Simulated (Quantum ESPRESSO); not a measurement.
Runs of Quantum ESPRESSO 7.5 on WS2. The cell holds a slab with vacuum, 3 atoms: a = 3.184 Å, b = 3.184 Å, c = 16.951 Å, α = 90.00°, β = 90.00°, γ = 120.00°. 

| level | ASE optimiser | rVV10 parameter b | gap on the mesh (eV) | relaxed volume (Å³/atom) |
| --- | --- | --- | --- | --- |
| PBEsol | BFGS | - | 2.21 | (c) |
| PBEsol+rVV10 | BFGS | 6.3 | (b) | 47.75 |
| PBEsol+D3(BJ) | BFGS | - | 2.26 | (a) |
| PBEsol+D3 | LBFGS | - | 2.23 | 48.27 |

Alike in all rows: task relaxation of cell and atoms; potentials or basis GBRV 1.5 PBEsol; no spin polarisation; cell relaxed; k mesh 7 × 7 × 1; cutoff (eV) 762; smearing fermi-dirac 0.05 eV.

Problem. Fill in the values left out.

Solution. (a) 47.93; (b) 2.28; (c) 48.54.

Caveats: spin-orbit coupling is left out, which moves the levels of the heavy elements; rVV10's parameter b was fitted to another functional (some runs).

A k mesh can miss the band edges, and the runs leave out spin-orbit coupling on W.
